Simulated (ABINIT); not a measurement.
Runs of ABINIT 10.8.3 (patched build) on HfB2. The structure is hexagonal, space group P6/mmm (No. 191). Conventional cell: a = 3.140 Å, b = 3.140 Å, c = 3.480 Å, α = 90.00°, β = 90.00°, γ = 120.00°. Hf (site symmetry 6/mmm) is surrounded by 12 B at 2.51 Å. Around B (site symmetry -6m2) lie 3 B at 1.81 Å. 

| task | level | potentials or basis | cell | k mesh | cutoff (eV) | bands in the sums | broadening (eV) | scissor shift (eV) | tensor components | cell freedom (optcell) | gap on the mesh (eV) | pressure (GPa) | relaxed volume (Å³/atom) |
| --- | --- | --- | --- | --- | --- | --- | --- | --- | --- | --- | --- | --- | --- |
| optical spectrum | PBEsol | PseudoDojo NC SR PBEsol v0.4.1 standard | as given | 12 × 12 × 8, shifted | 925 | 17 | 0.2 | 0 | [11, 33] | - | - | -3.8 | - |
| single point | LDA | PseudoDojo NC SR LDA v0.4 stringent | as given | 8 × 8 × 6 | 1687 | - | - | - | - | - | none | -11.1 | - |
| relaxation of cell and atoms | PBE | SPMS NC PBE v1.0 | relaxed | 8 × 8 × 6 | 816 | - | - | - | - | 2 | none | 0.0 | 9.97 |
| relaxation of cell and atoms | PBEsol | PseudoDojo NC SR PBEsol v0.4.1 standard | relaxed | 8 × 8 × 6 | 1034 | - | - | - | - | 2 | none | 0.0 | 9.76 |
| relaxation of cell and atoms | LDA | JTH PAW LDA v2.0 | relaxed | 8 × 8 × 6 | 463 | - | - | - | - | 2 | none | 0.0 | (b) |
| single point | WC | PseudoDojo NC SR PBEsol v0.4.1 standard | as given | 8 × 8 × 6 | 925 | - | - | - | - | - | none | -3.1 | - |
| phonons | PBE | PseudoDojo NC SR PBE v0.4.1 standard | as given | 8 × 8 × 6, shifted | 762 | - | - | - | - | - | - | (a) | - |
| single point | PBEsol | PseudoDojo NC SR PBEsol v0.4.1 standard | as given | 8 × 8 × 6 | 925 | - | - | - | - | - | none | -3.8 | - |

Alike in all rows: no spin polarisation; smearing fermi-dirac 0.05 eV.

Question: Fill in the values left out.

Answer: (a) 0.8; (b) 9.52.

Caveats: the intraband (Drude) term is left out (some runs); spectra need much finer meshes, so this one isn't converged (some runs); the potentials were made for another functional, which shifts forces and pressure (some runs); the mesh is coarse for a metal's response (some runs).

A k mesh can miss the band edges, and the runs leave out spin-orbit coupling on Hf.

A gap of «none» marks a metal or a gap under the smearing width.

Not every run made on this cell is shown here.
